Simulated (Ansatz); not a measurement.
## Zone-centre phonons of TaN: input and output

Method: Ansatz, DFT PBEsol, scalar-relativistic, plane waves, PAW.

Launched with:
```bash
ansatz run input.yaml --threads 1 --pin off --max-ram 3072MiB --backend cpu --events-out ev --progress --plain --runs-dir out
```

Input (bare energies are in eV):
```yaml
crystal:
  lattice:
    - [3.1236521605, 0.0, 0.0]
    - [-1.5618260803, 2.7051621236, 0.0]
    - [0.0, 0.0, 6.0507132519]
  atoms:
    - { symbol: Ta, position: [0.3333333333, 0.6666666667, 0.0298235137] }
    - { symbol: Ta, position: [0.6666666667, 0.3333333333, 0.5298235137] }
    - { symbol: "N", position: [0.3333333333, 0.6666666667, 0.3551764863] }
    - { symbol: "N", position: [0.6666666667, 0.3333333333, 0.8551764863] }
basis:
  ecutwfc: 420
kpoints:
  mp_grid: { grid: [18, 18, 8] }
hamiltonian:
  xc: pbesol
scf:
  occupations: { method: fermi_dirac, width: 0.15 }
output:
  eigenvalues: true
phonons:
  method: dfpt
  eigenvectors: true
```

Results section of the output:
```
--- Phonons (Γ-DFPT): 4 representative perturbations + reference, on 695 of 2592 k-points (Σ response iterations 32) ---
  k mesh reduced under 2 symmetry operations, with k and −k counted as one. Each operation leaves every solved perturbation unchanged. A smaller set is not used because it would not reduce the number of displacements ...
  ASR residual: 3.193e-4 → 0.000e0 eV/Å²; symmetrization residual: 1.705e-5 eV/Å²
  ASR residual per site (eV/Å²): 3.19e-4 3.19e-4 1.07e-4 1.07e-4
  Γ frequencies (cm⁻¹): 0.00 0.00 0.00 82.55 82.55 178.38 375.34 375.34 490.54 490.54 588.44 660.69
  non-analytic LO–TO correction: not included (Born effective charges unavailable; polar crystals: no LO–TO splitting at Γ)
```

Time: 4.6 min on 1 thread of AMD EPYC 9R45 96-Core Processor (Zen 5), with other jobs on the host, peak memory 2.2 GiB.

In a metal, frequencies and elastic constants depend on the k mesh and the smearing, soft modes and shear constants most. Spin–orbit coupling is left out, which can shift energies with elements as heavy as these.

This wurtzite form isn't the usual stable structure of the compound.